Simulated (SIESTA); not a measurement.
The system is CdSe.

```
CELL_PARAMETERS angstrom
6.14054 0.00000 0.00000
0.00000 6.14054 0.00000
0.00000 0.00000 6.14054
ATOMIC_POSITIONS crystal
Cd 0.00000 0.00000 0.00000
Cd 0.00000 0.50000 0.50000
Cd 0.50000 0.00000 0.50000
Cd 0.50000 0.50000 0.00000
Se 0.25000 0.25000 0.75000
Se 0.75000 0.75000 0.75000
Se 0.75000 0.25000 0.25000
Se 0.25000 0.75000 0.25000
```

Measurements of this composition are mostly on another form, of space group No. 186.

Program: SIESTA 5.4.2. Alike in all runs: task band structure; potentials or basis PseudoDojo 0.4 standard (PBE files), DZP (energy shift 0.003 Ry; two zetas on semicore shells); no spin polarisation; cell as given; k mesh 5 × 5 × 5; smearing fermi-dirac 0.05 eV; grid cutoff 800 Ry; energy shift 0.003 Ry.

**Question.** Order these runs on this cell by their pressure, lowest first.
A. level vdW-DF-cx
B. level vdW-DF2
C. level optB88-vdW

**Answer.** A (-0.7 GPa), C (1.0 GPa), B (5.2 GPa).

Caveats: the potentials were made for another functional, which shifts forces and pressure; the basis of atomic orbitals isn't converged, which shifts pressures, moduli and gaps.
